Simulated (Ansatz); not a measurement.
In SrO (rock salt type) the Sr atom of the primitive cell, with all its periodic images, is moved by 0.06 Å along [111].

```yaml
crystal:
  lattice:
    - [0.00000, 2.60000, 2.60000]
    - [2.60000, 0.00000, 2.60000]
    - [2.60000, 2.60000, 0.00000]
  atoms:
    - { symbol: Sr, position: [0.00666, 0.00666, 0.00666] }
    - { symbol: O, position: [0.50000, 0.50000, 0.50000] }
```
Lattice in Å, positions in fractions of it.

Theory: HSE06, plane waves, all-electron PAW datasets generated for the crystal, point nucleus in Ansatz 0.2.0 development build.

Cutoff 340 eV; exchange singularity: regularized; k-mesh 4×4×4 Γ-centred; Fermi–Dirac smearing of 0.05 eV; no spin polarisation.

(1) What force results?

Answers

(1) The force on it along the displacement is -0.1067 eV/Å, a force constant of 1.78 eV/Å². The cell stands under a pressure of -2.3 GPa, which shifts the constant from its value at the relaxed volume.

| atom | Fx (eV/Å) | Fy (eV/Å) | Fz (eV/Å) |
| --- | --- | --- | --- |
| Sr1 | -0.0616 | -0.0616 | -0.0616 |
| O2 | 0.0616 | 0.0616 | 0.0616 |
